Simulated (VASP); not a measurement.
Input:

```
Li3N
1.0
    1.77013    -3.06596     0.00000
    1.77013     3.06596     0.00000
    0.00000     0.00000     3.77616
Li N
3 1
Direct
  0.33333   0.66667   0.00000
  0.66667   0.33333   0.00000
  0.00000   0.00000   0.50000
  0.00000   0.00000   0.00000
```

Computed with r2SCAN meta-GGA, VASP's PBE PAW potentials (set 64) (plane waves; VASP). Numerical set-up: 520 eV cut-off, 7×7×6 Γ-centred mesh, Gaussian smearing of 0.050 eV, potentials Li_sv N.

Problem. Give the stress tensor in GPa (positive for a compressed cell).

Solution. 
```
4.54  0.00  0.00
0.00  4.54  0.00
0.00  0.00  4.67
```
The pressure is its mean diagonal, 4.59 GPa.

The compound is Li3N in the alpha structure. This cell is one point of a volume scan, at 0.94 of the reference volume.
